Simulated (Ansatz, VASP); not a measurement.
**One calculation of W, two programs**

```
CELL_PARAMETERS angstrom
0.00000 1.96910 1.96910
1.96910 0.00000 1.96910
1.96910 1.96910 0.00000
ATOMIC_POSITIONS crystal
W 0.00000 0.00000 0.00000
```

Change from the starting cell: strain -0.030 along x and y, -0.030 along z, atoms carried along.

Alike in both runs: task single point; functional PBEsol; k mesh 20 × 20 × 20; occupations gaussian, width 0.15 eV; no spin polarisation.

```csv
,VASP,Ansatz
version,VASP 6.6.1,Ansatz 0.2.0
potentials or method,"VASP PAW PBE potentials, release 64 (W_sv)","scalar-relativistic, plane waves, PAW"
plane-wave cutoff (eV),520,420
valence electrons in the cell,14,14
```

```csv
,VASP,Ansatz,Ansatz less VASP
gap on the k mesh at the Fermi level (eV),none,none,-
pressure (GPa),15.6,14.7,-0.95
```

A gap of «none» marks a metal or a gap that the smearing closes. The functional is the same, so the differences come from potentials, cutoffs and numerics.

Caveats: so large a pressure means that the cell lies far from this level's equilibrium, or that cutoff or potentials fall short (VASP); the potentials were made for another functional, which shifts forces and pressure (VASP). Spin-orbit coupling is left out, which matters for the levels of W.
